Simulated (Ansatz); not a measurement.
**Zone-centre phonons of HfO2: input and output**

Theory: DFT PBEsol, scalar-relativistic, plane waves, PAW (Ansatz).

Launched with:
```bash
ansatz run input.yaml --threads 1 --pin off --max-ram 3072MiB --backend cpu --events-out ev --progress --plain --runs-dir out
```

Input (bare energies are in eV):
```yaml
crystal:
  lattice:
    - [0.0, 2.5218796113, 2.5218796113]
    - [2.5218796113, 0.0, 2.5218796113]
    - [2.5218796113, 2.5218796113, 0.0]
  atoms:
    - { symbol: Hf, position: [0.0, 0.0, 0.0] }
    - { symbol: O, position: [0.25, 0.25, 0.25] }
    - { symbol: O, position: [0.75, 0.75, 0.75] }
basis:
  ecutwfc: 420
kpoints:
  mp_grid: { grid: [8, 8, 8] }
hamiltonian:
  xc: pbesol
scf:
  occupations: { method: fixed }
output:
  eigenvalues: true
phonons:
  method: dfpt
  dielectric: true
  rigid_motions: translations
  eigenvectors: true
```

The end of the output:
```
--- Phonons (Γ-DFPT): 2 representative perturbations + reference, on 95 of 512 k-points (Σ response iterations 8) ---
  k mesh reduced under 4 symmetry operations, with k and −k counted as one. Each operation leaves every solved perturbation unchanged. A smaller set is not considered because the run solves the response ...
  ASR residual: 1.607e-4 → 0.000e0 eV/Å²; symmetrization residual: 1.006e-6 eV/Å²
  ASR residual per site (eV/Å²): 8.36e-5 1.61e-4 1.61e-4
  Γ frequencies (cm⁻¹): 0.00 0.00 0.00 236.00 236.00 236.00 579.97 579.97 579.97
  ε∞ (high-frequency dielectric tensor):
        5.378339     0.000000    -0.000000
        0.000000     5.378339     0.000000
        0.000000     0.000000     5.378339
  ε⁰ (static dielectric tensor: ions relaxed, cell fixed):
       36.774043    -0.000000    -0.000000
       -0.000000    36.774043     0.000000
       -0.000000     0.000000    36.774043
  ε⁰ − ε∞ (ionic part):
       31.395704    -0.000000    -0.000000
       -0.000000    31.395704     0.000000
       -0.000000     0.000000    31.395704
  softest optical mode at Γ: 236.00 cm⁻¹; the repairs (sum rule, projections) moved no ω² at Γ by more than (1.70 cm⁻¹)²
  Born effective charges Z* (e; rows j = field, columns β = displacement):
    site 0:
         5.56153   -0.00000    0.00000
        -0.00000    5.56153    0.00000
         0.00000   -0.00000    5.56153
    site 1:
        -2.78077    0.00000   -0.00000
        -0.00000   -2.78077   -0.00000
         0.00000    0.00000   -2.78077
    site 2:
        -2.78077    0.00000   -0.00000
         0.00000   -2.78077   -0.00000
         0.00000    0.00000   -2.78077
  Z* charge neutrality: 3.518e-5 e pre-enforcement
  k-mesh period / interband length: 28.5 Å / 1.37 Å = 20.90 at k = (0.0000, 0.0000, 0.0000), direct gap 4.440 eV — 14 or more, which is no proof of convergence
  optical modes at Γ without the LO–TO term, one row a degenerate level:
      ω (cm⁻¹) modes IR ((D/Å)²/amu)
        236.00      3            78.8977
        579.97      3             0.0000
  optical modes at Γ + LO–TO along q̂ = [1.0000, 0.0000, 0.0000]:
      ω (cm⁻¹) modes IR ((D/Å)²/amu)
        236.00      2            52.5985
        579.97      3             0.0000
        617.11      1            26.2992
  optical modes at Γ + LO–TO along q̂ = [0.0000, 1.0000, 0.0000]:
      ω (cm⁻¹) modes IR ((D/Å)²/amu)
        236.00      2            52.5985
        579.97      3             0.0000
        617.11      1            26.2992
  optical modes at Γ + LO–TO along q̂ = [0.0000, 0.0000, 1.0000]:
      ω (cm⁻¹) modes IR ((D/Å)²/amu)
        236.00      2            52.5985
        579.97      3             0.0000
        617.11      1            26.2992
```

Time: 39 s on 1 thread of Arm Neoverse V1, on a shared host, peak memory 0.56 GiB.

Spin–orbit coupling is left out, which matters for heavy elements.

This fluorite-type form isn't the usual stable structure of the compound.